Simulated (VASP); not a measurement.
# GaSb (F-43m) in VASP: a series of runs, part 2 of 2

VASP 6.6.1. Earlier steps stand in the parts before.

## 4. Single point, RPBE

This run uses another cell than the first one, of 28.62 Å³/atom, 1.045 times its volume.

The input, INCAR:

```
SYSTEM = GaSb
PREC     = Accurate       ! precision mode
ENCUT    = 520            ! plane-wave cutoff, eV
EDIFF    = 1E-7           ! SCF threshold, eV
ISMEAR   = -1             ! smearing method
SIGMA    = 0.05           ! smearing width, eV
LREAL    = .False.        ! projectors in reciprocal space
LASPH    = .True.         ! aspherical terms in the spheres
NELM     = 60             ! most SCF steps
ALGO     = Normal         ! electronic algorithm
ISIF     = 2              ! what is computed and relaxed
LWAVE    = .False.        ! write WAVECAR
LCHARG   = .True.         ! write CHGCAR
GGA      = RP             ! functional
LELF     = .True.         ! ELF
LVHAR    = .True.       
NBANDS   = 16             ! bands
```

The input, KPOINTS:

```
regular mesh
0
Gamma
  8 8 8
  0 0 0
```

The input, POSCAR:

```
GaSb
1.0
    0.0000000000      3.0590000000      3.0590000000
    3.0590000000      0.0000000000      3.0590000000
    3.0590000000      3.0590000000      0.0000000000
Sb Ga
1 1
Direct
    0.7500000000      0.7500000000      0.7500000000
    0.0000000000      0.0000000000      0.0000000000
```

Potentials or basis: VASP PAW PBE potentials, release 64 (Sb, Ga_d).

Launch:

```
cat potpaw_PBE.64/Sb/POTCAR potpaw_PBE.64/Ga_d/POTCAR > POTCAR
mpirun -np 1 vasp_std > vasp.out
```

OUTCAR:

```text
SYSTEM = GaSb
   PREC = Accurate
   ENCUT = 520
   EDIFF = 1E-7
   ISMEAR = -1
   LREAL = .False.
   LASPH = .True.
   NELM = 60
   ISIF = 2
   GGA = RP

 ion  position               nearest neighbor table
   1  0.750  0.750  0.750-   2 2.65   2 2.65   2 2.65   2 2.65
   2  0.000  0.000  0.000-   1 2.65   1 2.65   1 2.65   1 2.65

  LATTYP: Found a face centered cubic cell.
 ALAT       =     6.1180000000

  Lattice vectors:

 A1 = (   0.0000000000,   3.0590000000,   3.0590000000)
 A2 = (   3.0590000000,   0.0000000000,   3.0590000000)
 A3 = (   3.0590000000,   3.0590000000,   0.0000000000)

Analysis of symmetry for initial positions (statically):
=====================================================================
 Subroutine PRICEL returns:
 Original cell was already a primitive cell.

 Routine SETGRP: Setting up the symmetry group for a
 face centered cubic supercell.

 Subroutine GETGRP returns: Found 24 space group operations
 (whereof 24 operations were pure point group operations)
 out of a pool of 48 trial point group operations.

The static configuration has the point symmetry T_d .

Analysis of symmetry for dynamics (positions and initial velocities):
=====================================================================
 Subroutine PRICEL returns:
 Original cell was already a primitive cell.

 Routine SETGRP: Setting up the symmetry group for a
 face centered cubic supercell.

 Subroutine GETGRP returns: Found 24 space group operations
 (whereof 24 operations were pure point group operations)
 out of a pool of 48 trial point group operations.

The dynamic configuration has the point symmetry T_d .

 Subroutine INISYM returns: Found 24 space group operations
 (whereof 24 operations are pure point group operations),
 and found     1 'primitive' translations

[... 105 lines left out ...]
   NELECT =      18.0000    total number of electrons
   NUPDOWN=      -1.0000    fix difference up-down
   EMIN   =  10.00;   EMAX   =-10.00  energy-range for DOS
   EFERMI =   0.00;   METHOD = LEGACY
   ISMEAR =    -1;   SIGMA  =   0.05  broadening in eV -4-tet -1-fermi 0-gaus
   EFERMI_NEDOS =   21; number of points for ismear=-14 and -15
   IALGO  =     38    algorithm
   IMIX   =      4    mixing-type and parameters
     AMIX     =   0.40;   BMIX     =  1.00
     AMIX_MAG =   1.60;   BMIX_MAG =  1.00
  volume/ion in A,a.u.               =      28.62       193.17
  Fermi-wavevector in a.u.,A,eV,Ry     =   1.113208  2.103657 16.860766  1.239231
  Thomas-Fermi vector in A             =   2.249790
   LORBIT       =      0    0 simple, 1 ext, 2 COOP (PROOUT), +10 PAW based schemes
   GGA     = RP    functional components
   LHFCALC =     F    Hartree Fock is set to
   AEXX    =    0.0000 exact exchange contribution
   IVDW    =     0    specifies the selected vdW correction
   LEPSILON=     F    determine dielectric tensor
   LRPA    =     F    only Hartree local field effects (RPA)
 non-spin polarized calculation
  energy-cutoff  :      520.00
  volume of cell :       57.25
 maximum number of plane-waves:      1572
   NGX = 17   NGY = 17   NGZ = 17

 number of electron      17.9999986 magnetization

 Free energy of the ion-electron system (eV)
  ---------------------------------------------------
  ext. energy  EPLUGINS =         0.00000000
  ---------------------------------------------------
  free energy    TOTEN  =        -6.65107549 eV

  energy without entropy =       -6.65070861  energy(sigma->0) =       -6.65089205

 E-fermi :   5.0826     XC(G=0):  -8.9210

 val. band max:        4.9800316998   @ k =   0.0000   0.0000   0.0000
 cond. band min:       5.1122272251   @ k =   0.0000   0.0000   0.0000
 fundamental gap:      0.1321955253
 Fermi energy:         5.0826275746

 k-point     1 :       0.0000    0.0000    0.0000
  band No.  band energies     occupation
      1     -10.0583      2.00000
      2     -10.0583      2.00000
      3     -10.0583      2.00000
      4     -10.0089      2.00000
      5     -10.0089      2.00000
      6      -6.4627      2.00000
[... 433 lines left out ...]
      3     -10.0416      2.00000
      4     -10.0118      2.00000
      5     -10.0086      2.00000
      6      -4.4896      2.00000
[... 8 lines left out ...]
     15      14.7426      0.00000
     16      15.2136      0.00000

 [... further k-points ...]
[... 5 lines left out ...]
  --------------------------------------------------------------------------------------
  -------------------------------------------------------------------------------------
  Total        1.4168704      1.4168704      1.4168704      0.0000000     -0.0000000     -0.0000000
  in kB       39.6526547     39.6526547     39.6526547      0.0000000     -0.0000000     -0.0000000
  external PRESSURE =      39.6526547 kB  Pullay stress =       0.0000000 kB

 VOLUME and BASIS-vectors are now :
 -----------------------------------------------------------------------------
  energy-cutoff  :      520.00
  volume of cell :       57.25
      direct lattice vectors                 reciprocal lattice vectors
     0.000000000  3.059000000  3.059000000    -0.163452109  0.163452109  0.163452109
     3.059000000  0.000000000  3.059000000     0.163452109 -0.163452109  0.163452109
     3.059000000  3.059000000  0.000000000     0.163452109  0.163452109 -0.163452109

 POSITION                                       TOTAL-FORCE (eV/Angst)
 -----------------------------------------------------------------------------------
      4.58850      4.58850      4.58850         0.000000      0.000000      0.000000
      0.00000      0.00000      0.00000        -0.000000     -0.000000     -0.000000
 -----------------------------------------------------------------------------------
    total drift:                               -0.000002     -0.000002     -0.000002

  FREE ENERGIE OF THE ION-ELECTRON SYSTEM (eV)
  ---------------------------------------------------
  free  energy   TOTEN  =        -6.6510754909 eV

  energy  without entropy=       -6.6507086096  energy(sigma->0) =       -6.65089205
```

Run time: 24 s. Hardware: 1 thread of Intel Xeon Platinum 8259CL at 2.50GHz (Skylake/Cascade Lake), shared host; peak memory 0.19 GiB.

What came out:

- Free energy: -6.6511 eV
- Pressure: 4.0 GPa
- Band gap on the k mesh: 0.13 eV, direct

Caveat: the PAW data sets were made with another functional, which shifts forces and pressure a little; spin-orbit coupling is left out, which moves the levels of the heavy elements. A k mesh can miss the band edges.

## 5. Single point, PBE

This run uses another cell than the first one, of 28.81 Å³/atom, 1.051 times its volume.

The input, INCAR:

```
  PREC = Accurate
  ENCUT = 520
  EDIFF = 1E-6
  ISMEAR = -1
  SIGMA = 0.05
  LREAL = F
  LASPH = T
  NELM = 60
  ALGO = Normal
  ISIF = 2
  LWAVE = F
  LCHARG = T
  GGA = PE
  LELF = T
  LVHAR = T
  NBANDS = 16
```

The input, KPOINTS:

```
Automatic mesh
0
Gamma
  8 8 8
```

The input, POSCAR:

```
GaSb
1.0
    0.0000000000      3.0655029118      3.0655029118
    3.0655029118      0.0000000000      3.0655029118
    3.0655029118      3.0655029118      0.0000000000
Sb Ga
1 1
Direct
    0.7500000000      0.7500000000      0.7500000000
    0.0000000000      0.0000000000      0.0000000000
```

Launch:

```
cat potpaw_PBE.64/Sb/POTCAR potpaw_PBE.64/Ga_d/POTCAR > POTCAR
mpirun -np 1 vasp_std > vasp.out
```

Run time: 20 s. Hardware: 1 thread of Intel Xeon Platinum 8259CL at 2.50GHz (Skylake/Cascade Lake), shared host; peak memory 0.18 GiB.

The run converged. Its results:

```yaml
Free_energy: -7.3513 eV
Pressure: 2.1 GPa
Band_gap_on_the_k_mesh: zero (filled and empty bands touch)
```

Levels at points of the mesh, in eV from the Fermi level:
```
           k point  band 7  band 8  band 9  band 10  band 11  band 12
(0.00, 0.00, 0.00)   -0.06   -0.06   -0.06    -0.06     2.72     2.72
(0.50, 0.00, 0.00)   -6.39   -1.20   -1.20     0.33     3.69     3.69
(0.50, 0.50, 0.00)   -6.84   -2.61   -2.61     0.86     1.21     8.59
```

Caveat: spin-orbit coupling is left out, which moves the levels of the heavy elements.

## 6. Single point, PBE

This run uses another cell than the first one, of 30.03 Å³/atom, 1.096 times its volume.

The input, INCAR:

```
SYSTEM = GaSb
PREC = Accurate ; ENCUT = 520
EDIFF = 1E-6 ; ISMEAR = -1
SIGMA = 0.05 ; LREAL = .FALSE.
LASPH = .TRUE. ; NELM = 60
ALGO = Normal ; ISIF = 2
LWAVE = .FALSE. ; LCHARG = .FALSE.
GGA = PE ; NBANDS = 16
```

The input, KPOINTS:

```
Automatic mesh
0
G
  8 8 8
  0 0 0
```

The input, POSCAR:

```
GaSb
1.0
    0.0000000000      3.1084318509      3.1084318509
    3.1084318509      0.0000000000      3.1084318509
    3.1084318509      3.1084318509      0.0000000000
Sb Ga
1 1
Direct
    0.7500000000      0.7500000000      0.7500000000
    0.0000000000      0.0000000000      0.0000000000
```

Potentials or basis: VASP PAW PBE potentials, release 64 (Sb, Ga_d).

Launch:

```
cat potpaw_PBE.64/Sb/POTCAR potpaw_PBE.64/Ga_d/POTCAR > POTCAR
mpirun -np 1 vasp_std > vasp.out
```

It took 30 s on 1 thread of Intel Xeon Platinum 8259CL at 2.50GHz (Skylake/Cascade Lake), shared host; peak memory 0.21 GiB.

The run converged. Its results:

```
Free energy            : -7.3668 eV
Pressure               : 0.0 GPa
Band gap on the k mesh : zero (filled and empty bands touch)
```

Levels at points of the mesh, in eV from the Fermi level:
```tsv
k point	band 5	band 6	band 7	band 8	band 9	band 10	band 11	band 12	band 13	band 14
(0.00, 0.00, 0.00)	-14.94	-11.19	-0.34	-0.04	-0.04	-0.04	2.75	2.75	2.75	5.72
(0.50, 0.00, 0.00)	-14.94	-9.69	-6.18	-1.12	-1.12	0.27	3.71	3.71	6.45	9.01
(0.50, 0.50, 0.00)	-14.94	-8.93	-6.64	-2.45	-2.45	0.91	1.30	8.33	8.33	9.63
```

Caveat: spin-orbit coupling is left out, which moves the levels of the heavy elements.

## 7. Summary

```csv
level,potentials or basis,cell,gap on the mesh (eV),pressure (GPa)
PBE,"VASP PAW PBE potentials, release 64 (Sb, Ga_d)","a = 4.263 Å, angles 60.0°, 2 atoms",0.35,5.1
LDA,"VASP PAW LDA potentials, release 64 (Sb, Ga_d)","a = 4.326 Å, angles 60.0°, 2 atoms",none,-1.6
RPBE,"VASP PAW PBE potentials, release 64 (Sb, Ga_d)","a = 4.326 Å, angles 60.0°, 2 atoms",0.13,4.0
PBE,"VASP PAW PBE potentials, release 64 (Sb, Ga_d)","a = 4.335 Å, angles 60.0°, 2 atoms",none,2.1
PBE,"VASP PAW PBE potentials, release 64 (Sb, Ga_d)","a = 4.396 Å, angles 60.0°, 2 atoms",none,0.0
```

Alike in all rows: task single point; no spin polarisation; k mesh 8 × 8 × 8; cutoff (eV) 520; smearing fermi-dirac 0.05 eV.

Caveats: spin-orbit coupling is left out, which moves the levels of the heavy elements; the PAW data sets were made with another functional, which shifts forces and pressure a little (some runs).

Absolute energies hang on the potentials; compare differences alone.

## 8. Comparison with measurements

Step 3. Against the measured gap of GaSb, 0.811 eV (direct; 4.2 K; a printed reference work, data compilation), the calculated 0.00 eV is off by -0.81 eV. Spin-orbit coupling on Ga, Sb is left out. The value is that of LDA on a finite k mesh, which can miss the band edges, without temperature or zero-point motion. Semilocal functionals fall short of measured gaps as a rule.

Step 5. Against the measured gap of GaSb, 0.811 eV (direct; 4.2 K; a printed reference work, data compilation), the calculated 0.00 eV is off by -0.81 eV. Spin-orbit coupling on Ga, Sb is left out. The value is that of PBE on a finite k mesh, which can miss the band edges, without temperature or zero-point motion. Semilocal functionals fall short of measured gaps as a rule.

Step 6. Against the measured gap of GaSb, 0.811 eV (direct; 4.2 K; a printed reference work, data compilation), the calculated 0.00 eV is off by -0.81 eV. Spin-orbit coupling on Ga, Sb is left out. The value is that of PBE on a finite k mesh, which can miss the band edges, without temperature or zero-point motion. Semilocal functionals fall short of measured gaps as a rule.
